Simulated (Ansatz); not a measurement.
**How fast does C move in WC?**

Method: DFT PBEsol, scalar-relativistic, plane waves, PAW (Ansatz). Run with 420 eV cutoff, 4×5×5 k-mesh, shifted by half a step, Gaussian smearing of 0.10 eV, no spin polarisation.

Host crystal, relaxed:

```
CELL_PARAMETERS angstrom
2.89848 0.00000 0.00000
-1.44924 2.51016 0.00000
0.00000 0.00000 2.82776
ATOMIC_POSITIONS crystal
W 0.00000 0.00000 0.00000
C 0.66667 0.33333 0.50000
```

In a supercell of 16 host sites, interstitial C hops to an equivalent place, moving 2.83 Å. Climbing-image nudged elastic band at fixed cell; the order of the saddle wasn't checked, and the small cell leaves errors of about a tenth of an eV.

Spin-orbit coupling is left out, which matters for the bands and energies of heavy elements.

| image | path (Å) | E − E(0) (eV) |
| --- | --- | --- |
| 0 | 0.00 | 0.000 |
| 1 | 0.47 | 0.865 |
| 2 | 0.94 | 1.750 |
| 3 | 1.41 | 2.096 |
| 4 | 1.88 | 1.750 |
| 5 | 2.35 | 0.865 |
| 6 | 2.82 | 0.000 |

**Question.** What are the barriers forward and back, and what attempt frequency does the shape suggest?

**Answer.** Forward 2.10 eV, back 2.10 eV, the ends being level. For a sinusoidal profile E_b sin²(πx/l), with the C atom alone moving, ν = (1/l)√(E_b/2m) = 1.0×10¹³ s⁻¹, within an order of magnitude of the customary 10¹³ s⁻¹; a true prefactor needs the vibrations at the minimum and at the saddle.

**Question.** With ν = 10¹³ s⁻¹, give the forward jump rate along this one path, the wait 1/k for that jump, the diffusivity D ≈ l²k and the distance √(Dt) covered in an hour at 300, 600 and 1000 K, taking the host as solid throughout.

**Answer.** k = ν exp(−E_b/k_BT):
```csv
T (K),k (1/s),wait (s),D (cm²/s),√(Dt) in 1 h (nm)
300,6.2×10⁻²³,1.6×10²²,5.0×10⁻³⁸,1.3×10⁻¹⁰
600,2.5×10⁻⁵,4.0×10⁴,2.0×10⁻²⁰,0.085
1000,274,3.6×10⁻³,2.2×10⁻¹³,281
```

D = l²k holds for six equivalent jumps in three dimensions (z l²k/6) and is a scale otherwise. Long-range transport needs a connected net of such jumps, and traps slow it. D is that of an interstitial already there; self-diffusion in the crystal is slower by the defects' share of the sites. An error of 0.1 eV in the barrier changes k by a factor of 48 at 300 K and 3.2 at 1000 K.

Cost: 1 run of about 55 core-minutes, on Intel Xeon Processor @ 2.50GHz (Skylake/Cascade Lake) (shared hosts).